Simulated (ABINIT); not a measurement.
Runs of ABINIT 10.8.3 (patched build) on BAs. Symmetry: F-43m, No. 216, cubic system. The conventional cell has a = 4.777 Å, b = 4.777 Å, c = 4.777 Å, α = 90.00°, β = 90.00°, γ = 90.00°. As (site symmetry -43m) is surrounded by 4 B at 2.07 Å. B (site symmetry -43m) has 4 As at 2.07 Å as nearest neighbours. 

| level | gap on the mesh (eV) | pressure (GPa) |
| --- | --- | --- |
| RPBE | 1.21 | 5.4 |
| PBEsol | 1.08 | -0.7 |
| AM05 | 1.12 | -0.9 |
| SCAN | 1.41 | -0.7 |
| WC | 1.09 | -0.6 |
| LDA | (a) | (c) |
| PW91 | 1.20 | 2.6 |
| TB-mBJ | 1.72 | - |
| PBE | 1.18 | (b) |
| revPBE | 1.20 | 4.8 |
| r2SCAN | 1.36 | 0.7 |
| BLYP | 1.41 | 7.6 |

Alike in all rows: task band structure; potentials or basis JTH PAW PBE v2.0; no spin polarisation; cell as given; k mesh 10 × 10 × 10; cutoff (eV) 490; smearing fermi-dirac 0.05 eV.

Problem. Fill in the values left out.

Solution. (a) 1.13; (b) 2.8; (c) -3.8.

Caveats: the PAW data sets were made with another functional, which shifts forces and pressure a little (some runs); the constant c of TB-mBJ comes from the pseudo density here, which moves gaps by up to 0.3 eV between sets of potentials (some runs).

A k mesh can miss the band edges, and the runs leave out spin-orbit coupling on As.
